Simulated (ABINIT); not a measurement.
# WC (Qusongite) (P-6m2) in ABINIT: further runs, part 2 of 2

ABINIT 10.8.3 (patched build).

## 3. Single point, PBEsol

File run.abi:

```
# Pseudopotentials
pp_dirpath "./"
pseudos "W.upf, C.upf"

# Structure
acell 5.4924889812 5.4924889812 5.3603971251
rprim
     1.0000000000     0.0000000000     0.0000000000
    -0.5000000000     0.8660254038     0.0000000000
     0.0000000000     0.0000000000     1.0000000000
ntypat 2
znucl 74 6
natom 2
typat 1 2
xred
     0.0000000000     0.0000000000     0.0000000000
     0.6666666667     0.3333333333     0.5000000000

# Plane-wave basis
ecut 37.0

# k points
kptopt 1
ngkpt 8 8 7
nshiftk 1
shiftk 0.0 0.0 0.0

# Exchange and correlation
ixc -116133

# Bands and occupations
nband 13
occopt 3
tsmear 0.00183747

# SCF cycle
nstep 100
tolvrs 1.0e-10

# Output
iomode 3
prtwf 0
prteig 0
prtebands 0
prtden 1
prtvha 1
prtvclmb 1
prtpot 1
prtelf 1
```

Potentials or basis: PseudoDojo NC SR PBEsol v0.4.1 standard.

Run with:

```sh
$ mpirun --bind-to none -np 4 abinit run.abi > log 2>&1
```

run.abo:

```text
.Version 10.8.3 of ABINIT
 Symmetries : space group P-6 m 2 (#187); Bravais hP (primitive hexag.)
================================================================================
 Values of the parameters that define the memory need of the present run
     intxc =       0    ionmov =       0      iscf =       7    lmnmax =       8
     lnmax =       8     mgfft =      32  mpssoang =       4    mqgrid =    3001
     natom =       2  nloc_mem =       1    nspden =       1   nspinor =       1
    nsppol =       1      nsym =      12    n1xccc =    2501    ntypat =       2
    occopt =       3   xclevel =       2
       mpw =        1535          nfft =       30720          nkpt =          40
================================================================================
================================================================================

--------------------------------------------------------------------------------
------------- Echo of variables that govern the present computation ------------
--------------------------------------------------------------------------------
 -outvars: echo values of preprocessed input variables --------
            acell      5.4924889812E+00  5.4924889812E+00  5.3603971251E+00 Bohr
              amu      1.83850000E+02  1.20110000E+01
             ecut      3.70000000E+01 Hartree
              ixc     -116133
         kptrlatt        8    0    0      0    8    0      0    0    7
          kptrlen      3.75227799E+01
            natom           2
            nband          13
            ngfft          32      32      30
             nkpt          40
            nstep         100
             nsym          12
           ntypat           2
           occopt           3
        prtebands           0
           prteig           0
           prtelf           1
           prtpot           1
         prtvclmb           1
           prtvha           1
            prtwf           0
            rprim      1.0000000000E+00  0.0000000000E+00  0.0000000000E+00
                      -5.0000000000E-01  8.6602540380E-01  0.0000000000E+00
                       0.0000000000E+00  0.0000000000E+00  1.0000000000E+00
          spgroup         187
           tolvrs      1.00000000E-10
           tsmear      1.83747000E-03 Hartree
            typat      1  2
           xangst      0.0000000000E+00  0.0000000000E+00  0.0000000000E+00
                       1.4532499990E+00  8.3903427814E-01  1.4182999990E+00
            xcart      0.0000000000E+00  0.0000000000E+00  0.0000000000E+00
                       2.7462444906E+00  1.5855449959E+00  2.6801985626E+00
             xred      0.0000000000E+00  0.0000000000E+00  0.0000000000E+00
                       6.6666666667E-01  3.3333333333E-01  5.0000000000E-01
            znucl       74.00000    6.00000

================================================================================

 chkinp: Checking input parameters for consistency.

================================================================================
== DATASET  1 ==================================================================

--- !DatasetInfo
iteration_state: {dtset: 1, }
dimensions: {natom: 2, nkpt: 40, mband: 13, nsppol: 1, nspinor: 1, nspden: 1, mpw: 1535, }
cutoff_energies: {ecut:  37.0, pawecutdg:  -1.0, }
electrons: {nelect:   1.80000000E+01, charge:   0.00000000E+00, occopt:   3.00000000E+00, tsmear:   1.83747000E-03, }
meta: {optdriver: 0, ionmov: 0, optcell: 0, iscf: 7, paral_kgb: 0, }
...

 Real(R)+Recip(G) space primitive vectors, cartesian coordinates (Bohr,Bohr^-1):
 R(1)=  5.4924890  0.0000000  0.0000000  G(1)=  0.1820668  0.1051163  0.0000000
 R(2)= -2.7462445  4.7566350  0.0000000  G(2)=  0.0000000  0.2102327  0.0000000
 R(3)=  0.0000000  0.0000000  5.3603971  G(3)=  0.0000000  0.0000000  0.1865533
 Unit cell volume ucvol=  1.4004448E+02 bohr^3
[... 61 lines left out ...]
comment   : Summary of ground state results
lattice_vectors:
- [  5.4924890,   0.0000000,   0.0000000, ]
- [ -2.7462445,   4.7566350,   0.0000000, ]
- [  0.0000000,   0.0000000,   5.3603971, ]
lattice_lengths: [   5.49249,    5.49249,    5.36040, ]
lattice_angles: [ 90.000,  90.000, 120.000, ] # degrees, (23, 13, 12)
lattice_volume:   1.4004448E+02
convergence: {deltae: -5.969E-13, res2:  2.936E-13, residm:  1.015E-04, diffor: null, }
etotal    :  -8.18540105E+01
entropy   :   0.00000000E+00
fermie    :   6.41488078E-01
cartesian_stress_tensor: # hartree/bohr^3
- [  9.91819812E-05,   0.00000000E+00,   0.00000000E+00, ]
- [  0.00000000E+00,   9.91819807E-05,   0.00000000E+00, ]
- [  0.00000000E+00,   0.00000000E+00,   1.54010153E-04, ]
pressure_GPa:  -3.4557E+00
xred      :
- [  0.0000E+00,   0.0000E+00,   0.0000E+00,  W]
- [  6.6667E-01,   3.3333E-01,   5.0000E-01,  C]
cartesian_forces: # hartree/bohr
- [ -0.00000000E+00,  -0.00000000E+00,  -0.00000000E+00, ]
- [ -0.00000000E+00,  -0.00000000E+00,  -0.00000000E+00, ]
force_length_stats: {min:   0.00000000E+00, max:   0.00000000E+00, mean:   0.00000000E+00, }
...

 Integrated electronic density in atomic spheres:
 ------------------------------------------------
 Atom  Sphere_radius  Integrated_density
    1        2.00000         10.17314197
    2        2.00000          4.07563983
================================================================================

 ----iterations are completed or convergence reached----

 Mean square residual over all n,k,spin=   30.115E-08; max=  10.152E-05
 reduced coordinates (array xred) for    2 atoms
       0.000000000000      0.000000000000      0.000000000000
       0.666666666667      0.333333333333      0.500000000000
 rms dE/dt=  0.0000E+00; max dE/dt=  0.0000E+00; dE/dt below (all hartree)
    1       0.000000000000      0.000000000000      0.000000000000
    2       0.000000000000      0.000000000000      0.000000000000

 cartesian coordinates (angstrom) at end:
    1      0.00000000000000     0.00000000000000     0.00000000000000
    2      1.45324999900754     0.83903427814190     1.41829999903425

 cartesian forces (hartree/bohr) at end:
    1     -0.00000000000000    -0.00000000000000    -0.00000000000000
    2     -0.00000000000000    -0.00000000000000    -0.00000000000000
 frms,max,avg= 0.0000000E+00 0.0000000E+00   0.000E+00  0.000E+00  0.000E+00 h/b

 cartesian forces (eV/Angstrom) at end:
    1     -0.00000000000000    -0.00000000000000    -0.00000000000000
    2     -0.00000000000000    -0.00000000000000    -0.00000000000000
 frms,max,avg= 0.0000000E+00 0.0000000E+00   0.000E+00  0.000E+00  0.000E+00 e/A
 length scales=  5.492488981200  5.492488981200  5.360397125100 bohr
              =  2.906499998015  2.906499998015  2.836599998068 angstroms
 Fermi (or HOMO) energy (hartree) =   0.64149   Average Vxc (hartree)=  -0.52659
 Eigenvalues (hartree) for nkpt=  40  k points:
 kpt#   1, nband= 13, wtk=  0.00223, kpt=  0.0000  0.0000  0.0000 (reduced coord)
  -2.08131   -0.75820   -0.75367   -0.75367    0.10564    0.47731    0.51378    0.51378
   0.64003    0.75473    0.75473    0.84345    0.84345
      occupation numbers for kpt#   1
   2.00000    2.00000    2.00000    2.00000    2.00000    2.00000    2.00000    2.00000
   1.37796    0.00000    0.00000    0.00000    0.00000
 prteigrs : prtvol=0 or 1, do not print more k-points.

--- !EnergyTerms
iteration_state     : {dtset: 1, }
comment             : Components of total free energy in Hartree
kinetic             :  2.43820794427312E+01
hartree             :  8.73533812701628E+00
xc                  : -1.86221675228378E+01
Ewald energy        : -6.60113243267428E+01
psp_core            :  2.03885031702609E+00
local_psp           : -4.48156887130637E+01
non_local_psp       :  1.24389684371911E+01
internal            : -8.18539442386795E+01
'-kT*entropy'       : -6.62868293677276E-05
total_energy        : -8.18540105255089E+01
total_energy_eV     : -2.22736109619222E+03
band_energy         : -4.30889477989523E+00
...

 Cartesian components of stress tensor (hartree/bohr^3)
  sigma(1 1)=  9.91819812E-05  sigma(3 2)=  0.00000000E+00
  sigma(2 2)=  9.91819807E-05  sigma(3 1)=  0.00000000E+00
  sigma(3 3)=  1.54010153E-04  sigma(2 1)=  0.00000000E+00

-Cartesian components of stress tensor (GPa)         [Pressure= -3.4557E+00 GPa]
- sigma(1 1)=  2.91803463E+00  sigma(3 2)=  0.00000000E+00
- sigma(2 2)=  2.91803462E+00  sigma(3 1)=  0.00000000E+00
- sigma(3 3)=  4.53113515E+00  sigma(2 1)=  0.00000000E+00

== END DATASET(S) ==============================================================
================================================================================

 -outvars: echo values of variables after computation  --------
            acell      5.4924889812E+00  5.4924889812E+00  5.3603971251E+00 Bohr
           etotal     -8.1854010526E+01
            fcart     -0.0000000000E+00 -0.0000000000E+00 -0.0000000000E+00
                      -0.0000000000E+00 -0.0000000000E+00 -0.0000000000E+00
            rprim      1.0000000000E+00  0.0000000000E+00  0.0000000000E+00
                      -5.0000000000E-01  8.6602540380E-01  0.0000000000E+00
                       0.0000000000E+00  0.0000000000E+00  1.0000000000E+00
           strten      9.9181981206E-05  9.9181980679E-05  1.5401015335E-04
                       0.0000000000E+00  0.0000000000E+00  0.0000000000E+00
           xangst      0.0000000000E+00  0.0000000000E+00  0.0000000000E+00
                       1.4532499990E+00  8.3903427814E-01  1.4182999990E+00
             xred      0.0000000000E+00  0.0000000000E+00  0.0000000000E+00
                       6.6666666667E-01  3.3333333333E-01  5.0000000000E-01
 Calculation completed.
```

Run time: 8.8 s. Hardware: 4 MPI ranks of Arm Neoverse V1, shared host; peak memory 0.24 GiB.

Results:

- Free energy: -2227.3611 eV
- Pressure: -3.5 GPa
- Band gap on the k mesh: none (metal or under the smearing width)
- Valence electrons inside the program's atomic spheres: W 10.17; C 4.08

Spin-orbit coupling is left out, which matters for the levels of W.

## 4. Single point, LDA

File run.abi:

```
# Pseudopotentials
pp_dirpath "./"
pseudos "W_sc.hgh, C.hgh"

# Structure
acell 2.9065 2.9065 2.8366 Angstrom
rprim
     1.0000000000     0.0000000000     0.0000000000
    -0.5000000000     0.8660254038     0.0000000000
     0.0000000000     0.0000000000     1.0000000000
ntypat 2
znucl 74 6
natom 2
typat 1 2
xcart
     0.0000000000     0.0000000000     0.0000000000
     2.7462444909     1.5855449958     2.6801985626

# Plane-wave basis
ecut 45.0

# k points
kptopt 1
ngkpt 8 8 7
nshiftk 1
shiftk 0.0 0.0 0.0

# Exchange and correlation
ixc 7

# Bands and occupations
nband 13
occopt 3
tsmear 0.05 eV

# SCF cycle
nstep 100
tolvrs 1.0e-10

# Output
iomode 3
prtwf 0
prtden 0
prteig 0
prtebands 0
```

Potentials or basis: HGH LDA semicore.

Run with:

```sh
$ abinit run.abi > log 2>&1
```

Run time: 26 s. Hardware: 1 thread of Arm Neoverse V2, shared host; peak memory 0.07 GiB.

Results (log left out):

* Free energy: -2034.4357 eV
* Band gap on the k mesh: none (metal or under the smearing width)
* Valence electrons inside the program's atomic spheres: W 10.20; C 4.07

Levels at points of the mesh, in eV from the Fermi level:
| k point | band 7 | band 8 | band 9 | band 10 | band 11 | band 12 |
| --- | --- | --- | --- | --- | --- | --- |
| (0.00, 0.00, 0.00) | -3.45 | -3.45 | -0.05 | 3.10 | 3.10 | 5.49 |
| (0.50, 0.00, 0.00) | -3.75 | -3.69 | -0.59 | 2.21 | 4.44 | 4.78 |

Caveat: the cutoff is too short for stress, so the log's stress isn't used; HGH potentials are hard and often keep d shells in the core, so these values are rough. The run has no spin-orbit coupling, so splittings on W are missing.

## 5. Relaxation of cell and atoms, LDA

File run.abi:

```
# Pseudopotentials
pp_dirpath "./"
pseudos "W.LDA_PW-JTH.xml, C.LDA_PW-JTH.xml"

# Structure
acell 5.4924889812 5.4924889812 5.3603971251
rprim
     1.0000000000     0.0000000000     0.0000000000
    -0.5000000000     0.8660254038     0.0000000000
     0.0000000000     0.0000000000     1.0000000000
ntypat 2
znucl 74 6
natom 2
typat 1 2
chkprim 0
chksymtnons 0
tolsym 1.0e-6
xred
            0.0            0.0            0.0
            2/3            1/3            1/2

# Plane-wave basis
ecut 19.0
pawecutdg 38.0
pawovlp -1
ecutsm 0.5

# k points
kptopt 1
ngkpt 8 8 7
nshiftk 1
shiftk 0.0 0.0 0.0

# Exchange and correlation
ixc 7

# Bands and occupations
nband 13
occopt 3
tsmear 0.00183747

# SCF cycle
nstep 80
tolvrs 1.0e-10

# Output
iomode 3
prteig 0
prtebands 0
prtwf 0
prtden 0

# Relaxation
ionmov 2
optcell 2
ntime 50
tolmxf 2.0e-5
dilatmx 1.08
```

Potentials or basis: JTH PAW LDA v2.0.

Run with:

```sh
$ abinit run.abi > log 2>&1
```

Run time: 34 s. Hardware: 1 thread of Arm Neoverse V2, shared host; peak memory 0.09 GiB.

It converged, with:

```
Free energy                            : -2044.1093 eV
Relaxed volume                         : 10.13 Å³/atom
Relaxed cell                           : a = 2.885 Å, b = 2.885 Å, c = 2.810 Å, α = 90.00°, β = 90.00°, γ = 120.00°
Space group after relaxing (to 0.05 Å) : P-6m2 (No. 187)
Energy gained by relaxing              : 7.7 meV/atom
Ionic steps                            : 5
Pressure after relaxing                : 0.0 GPa
Band gap on the k mesh                 : none (metal or under the smearing width)
```

Step by step:
```
step  energy change (eV)  largest force (eV/Å)  pressure (GPa)  volume (Å³)
   1              0.0000                0.0000           -9.74        20.75
   2             -0.0143                0.0000            2.68        20.14
   3             -0.0154                0.0000           -0.09        20.27
   4             -0.0154                0.0000            0.00        20.26
   5             -0.0154                0.0000            0.00        20.26
```

Final structure:
```
W C
1.0
     2.88543    0.00000    0.00000
    -1.44271    2.49885    0.00000
     0.00000    0.00000    2.81034
W C
1 1
Direct
  0.00000 0.00000 0.00000
  0.66667 0.33333 0.50000
```

The run has no spin-orbit coupling, so splittings on W are missing. Zero-point motion and thermal expansion aren't in these numbers.

## 6. The runs side by side

| task | level | potentials or basis | cell | cutoff (eV) | cell freedom (optcell) | optimiser (ionmov) | cutoff smearing ecutsm (Ha) | force stop (Ha/bohr) | fine-grid cutoff | gap on the mesh (eV) | pressure (GPa) |
| --- | --- | --- | --- | --- | --- | --- | --- | --- | --- | --- | --- |
| single point | PBE | PseudoDojo NC SR PBE v0.5 stringent | as given | 1007 | - | - | - | - | - | none | 5.4 |
| single point | PBEsol | PseudoDojo NC SR PBEsol v0.4.1 standard | as given | 1007 | - | - | - | - | - | none | -3.5 |
| relaxation of cell and atoms | LDA | JTH PAW LDA v2.0 | relaxed | 517 | 2 | 2 | 0.5 | 2e-05 | 1034.03 eV | none | 0.0 |

Alike in all rows: no spin polarisation; k mesh 8 × 8 × 7; smearing fermi-dirac 0.05 eV.

Total energies depend on the potentials used, so only differences within one code and one set of settings carry meaning.
